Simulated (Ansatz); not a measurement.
Structure search: one Al candidate

Theory: DFT PBE, scalar-relativistic, plane waves, PAW (Ansatz 0.2.0). Cutoff 420 eV, Gaussian smearing, Γ-centred meshes. Cell and atoms relax first on a coarse mesh and then on a finer one. In between, the cell is made exact in the group found at 0.06 Å. In metals the finer mesh still leaves noise of several meV/atom or more. The steps can't lower the symmetry of their start. No spin polarisation.

The guess for Al was made by a generator: one element on all sites of the K type (Pnma, No. 62). Lengths were set from tabulated atomic sizes, so they are only a guess.

```xyz
8
Lattice="6.3929 0.0000 0.0000 0.0000 3.2102 0.0000 0.0000 0.0000 6.4547" Properties=species:S:1:pos:R:3 pbc="T T T"
Al    0.1909    0.8026    4.2684
Al    3.3873    0.8026    5.4137
Al    6.2020    2.4077    2.1864
Al    3.0056    2.4077    1.0410
Al    0.9824    0.8026    0.4366
Al    4.1788    0.8026    2.7907
Al    5.4105    2.4077    6.0181
Al    2.2141    2.4077    3.6640
```

Energies count from the standard state of Al at the same level.

Problem. Where does the relaxation end?

Solution. The symmetry goes from Pnma (No. 62) to Cmcm (No. 63), and the primitive cell from 8 to 4 atoms. The volume per atom grows by 4.7 %, from 16.6 to 17.3 Å³. The shortest distance goes from 2.65 Å (Al–Al) to 2.74 Å (Al–Al). The energy falls by about 0.17 eV/atom (the start's value is from the coarse mesh). The end is written in a standard setting, so origin, axes and order of atoms can differ from the start's. Conventional cell: a = 2.827 Å, b = 8.961 Å, c = 5.478 Å. Around Al on a site of symmetry 2/m lie 10 Al at 2.74–2.84 Å; Al on a site of symmetry m2m is surrounded by 8 Al at 2.79–2.84 Å and 4 Al at 3.11 Å.

```
Al
1.0
     1.41325   -4.48042    0.00000
     1.41325    4.48042    0.00000
     0.00000    0.00000    5.47844
Al
4
Direct
  0.50000 0.50000 0.00000
  0.50000 0.50000 0.50000
  0.22905 0.77095 0.25000
  0.77095 0.22905 0.75000
```

Problem. How does it come out in energy, and is it a metal?

Solution.

* Energy over the standard state: +0.07 eV/atom
* Gap on the 8×14×4 mesh of the 8-atom cell: 0 eV (a metal)

So it is a metastable form at best.

The last run used Gaussian smearing of 0.10 eV. Symmetry constrained the relaxation, so the result can be a saddle point. In all, the 4 runs took 17 min on 1 thread of Arm Neoverse N1 (shared host). Another cell of Al relaxed alike, in Fm-3m, lies 71 meV/atom lower, so this cell isn't the stable form at this level.
